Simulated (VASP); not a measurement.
# MgO (Cm) in VASP: notebook, part 2 of 2

VASP 6.6.1. Earlier steps stand in the parts before.

## (4) Single point, PBEsol (atom 1 (Mg) moved by (-0.200, -0.100) A along y and z)

Contents of INCAR:

```
PREC = Accurate ; ENCUT = 520
EDIFF = 1E-6 ; ISMEAR = 0
SIGMA = 0.05 ; LREAL = F
LASPH = T ; NELM = 80
ALGO = Normal ; ISIF = 2
LWAVE = F ; LCHARG = F
GGA = PS ; NBANDS = 11
```

Contents of KPOINTS:

```
Automatic mesh
0
Gamma
  9 9 8
```

Contents of POSCAR:

```
MgO
1.0
    2.9380209034      0.0000000000      0.0000000000
   -1.4690104517      2.5444007392      0.0000000000
    0.0000000000      0.0000000000      2.6796800000
Mg O
1 1
Direct
   -0.0393019851     -0.0786039702     -0.0373178887
    0.3333333333      0.6666666667      0.5000000000
```

Potentials or basis: VASP PAW PBE potentials, release 64 (Mg, O).

The run is started by

```bash
$ cat potpaw_PBE.64/Mg/POTCAR potpaw_PBE.64/O/POTCAR > POTCAR
$ mpirun -np 1 vasp_std > vasp.out
```

OUTCAR:

```text
PREC = Accurate
   ENCUT = 520
   EDIFF = 1E-6
   ISMEAR = 0
   LREAL = F
   LASPH = T
   NELM = 80
   ISIF = 2
   GGA = PS

 ion  position               nearest neighbor table
   1  0.961  0.921  0.963-   2 2.03   2 2.03   2 2.16   2 2.16   2 2.27   2 2.38
   2  0.333  0.667  0.500-   1 2.03   1 2.03   1 2.16   1 2.16   1 2.27   1 2.38

  LATTYP: Found a hexagonal cell.
 ALAT       =     2.9380209034
 C/A-ratio  =     0.9120697531

  Lattice vectors:

 A1 = (   2.9380209034,   0.0000000000,   0.0000000000)
 A2 = (  -1.4690104517,   2.5444007392,   0.0000000000)
 A3 = (   0.0000000000,   0.0000000000,   2.6796800000)

Analysis of symmetry for initial positions (statically):
=====================================================================
 Subroutine PRICEL returns:
 Original cell was already a primitive cell.

 Routine SETGRP: Setting up the symmetry group for a
 hexagonal supercell.

 Subroutine GETGRP returns: Found  2 space group operations
 (whereof  2 operations were pure point group operations)
 out of a pool of 24 trial point group operations.
[... 173 lines left out ...]
  band No.  band energies     occupation
      1     -14.2149      2.00000
      2       2.4220      2.00000
      3       2.6887      2.00000
      4       2.7350      2.00000
      5       6.0565      0.00000
      6      14.9240      0.00000
      7      18.3182      0.00000
      8      19.0113      0.00000
      9      22.2585      0.00000
     10      24.3971      0.00000
     11      25.1691      0.00000
[... 309 lines left out ...]
 k-point    24 :       0.4444    0.3333    0.0000
  band No.  band energies     occupation
      1     -13.0844      2.00000
      2      -1.2440      2.00000
      3       0.5294      2.00000
      4       3.0994      2.00000
      5      10.9065      0.00000
      6      13.2316      0.00000
      7      16.0520      0.00000
      8      22.1245      0.00000
      9      22.6916      0.00000
     10      24.4239      0.00000
     11      25.0904      0.00000

 [... further k-points ...]

------------------------ aborting loop because EDIFF is reached ----------------------------------------

  FORCE on cell =-STRESS in cart. coord.  units (eV):
  Direction    XX          YY          ZZ          XY          YZ          ZX
  --------------------------------------------------------------------------------------
  -------------------------------------------------------------------------------------
  Total       -0.2344787     -0.1759641     -0.1056902      0.0000000      0.3106253      0.0000000
  in kB      -18.7538597    -14.0737973     -8.4532170      0.0000000     24.8441485      0.0000000
  external PRESSURE =     -13.7602914 kB  Pullay stress =       0.0000000 kB

 VOLUME and BASIS-vectors are now :
 -----------------------------------------------------------------------------
  energy-cutoff  :      520.00
  volume of cell :       20.03
      direct lattice vectors                 reciprocal lattice vectors
     2.938020903  0.000000000  0.000000000     0.340365175  0.196509926  0.000000000
    -1.469010452  2.544400739  0.000000000     0.000000000  0.393019851  0.000000000
     0.000000000  0.000000000  2.679680000     0.000000000  0.000000000  0.373178887

 POSITION                                       TOTAL-FORCE (eV/Angst)
 -----------------------------------------------------------------------------------
      1.46901      2.34440      2.57968         0.000000      0.488572      0.444904
     -0.00000      1.69627      1.33984         0.000000     -0.488572     -0.444904
 -----------------------------------------------------------------------------------
    total drift:                                0.000000     -0.000034     -0.000157

  FREE ENERGIE OF THE ION-ELECTRON SYSTEM (eV)
  ---------------------------------------------------
  free  energy   TOTEN  =       -11.7430453130 eV

  energy  without entropy=      -11.7430453130  energy(sigma->0) =      -11.74304531
```

It took 14 s on 1 thread of Intel Xeon Platinum 8559C (Emerald Rapids), shared host; peak memory 0.16 GiB.

What came out:

| Item | Value |
| --- | --- |
| Free energy | -11.7430 eV |
| Pressure | -1.4 GPa |
| Largest force | 0.661 eV/Å |
| Band gap on the k mesh | 2.77 eV, indirect (least direct gap 3.32 eV) |

Forces in eV/Å, atoms in the order of the input:
```
Mg   0.000  0.489  0.445
O    0.000 -0.489 -0.445
```

Caveat: the PAW data sets were made with another functional, which shifts forces and pressure a little; an odd mesh through Γ misses points on the zone boundary, where band edges often lie.

## (5) Single point, PBEsol (atom 1 (Mg) moved by (+0.100, +0.000) A along y and z)

Contents of INCAR:

```
PREC = Accurate ; ENCUT = 520
EDIFF = 1E-6 ; ISMEAR = 0
SIGMA = 0.05 ; LREAL = F
LASPH = T ; NELM = 100
ALGO = Normal ; ISIF = 2
LWAVE = F ; LCHARG = T
GGA = PS ; LELF = T
LVHAR = T ; NBANDS = 11
```

KPOINTS is that of step 4.

POSCAR: that of step 4 with these lines changed.

```diff
@@ -8,3 +8,3 @@
 Direct
-   -0.0393019851     -0.0786039702     -0.0373178887
+    0.0196509926      0.0393019851      0.0000000000
     0.3333333333      0.6666666667      0.5000000000
```

The run is started by

```bash
$ cat potpaw_PBE.64/Mg/POTCAR potpaw_PBE.64/O/POTCAR > POTCAR
$ mpirun -np 1 vasp_std > vasp.out
```

Run time: 12 s. Hardware: 1 thread of Intel Xeon Platinum 8559C (Emerald Rapids), shared host; peak memory 0.15 GiB.

It converged, with:

```
Free energy            : -11.7976 eV
Pressure               : -3.6 GPa
Largest force          : 0.400 eV/Å
Band gap on the k mesh : 2.90 eV, indirect (least direct gap 3.33 eV)
```

Forces in eV/Å, atoms in the order of the input:
```
Mg   0.000 -0.400  0.000
O    0.000  0.400  0.000
```

Stress tensor (GPa, compression positive):
```
-3.88  0.00  0.00
 0.00 -3.48  0.00
 0.00  0.00 -3.59
```

Levels at points of the mesh, in eV from the valence-band top:
```tsv
k point	band 1	band 2	band 3	band 4	band 5	band 6	band 7	band 8
(0.00, 0.00, 0.00)	-17.39	-0.68	-0.57	-0.43	2.90	11.68	15.31	15.58
(0.00, 0.00, 0.50)	-16.30	-5.42	-0.23	0.00	8.14	8.87	17.33	17.60
```

Caveat: the PAW data sets were made with another functional, which shifts forces and pressure a little; an odd mesh through Γ misses points on the zone boundary, where band edges often lie.

## (6) The runs side by side

| cell | gap on the mesh (eV) | pressure (GPa) | largest force (eV/Å) |
| --- | --- | --- | --- |
| atom 1 (Mg) moved by (+0.200, -0.100) A along y and z | 2.80 | -0.3 | 1.17 |
| atom 1 (Mg) moved by (+0.200, -0.200) A along y and z | 2.85 | 2.6 | 1.69 |
| atom 1 (Mg) moved by (-0.200, -0.100) A along y and z | 2.77 | -1.4 | 0.66 |
| atom 1 (Mg) moved by (+0.100, +0.000) A along y and z | 2.90 | -3.6 | 0.40 |

Alike in all rows: task single point; level PBEsol; potentials or basis VASP PAW PBE potentials, release 64 (Mg, O); no spin polarisation; k mesh 9 × 9 × 8; cutoff (eV) 520; smearing gaussian 0.05 eV.

Caveats: the PAW data sets were made with another functional, which shifts forces and pressure a little; an odd mesh through Γ misses points on the zone boundary, where band edges often lie.

Total energies depend on the potentials used, so only differences within one code and one set of settings carry meaning.
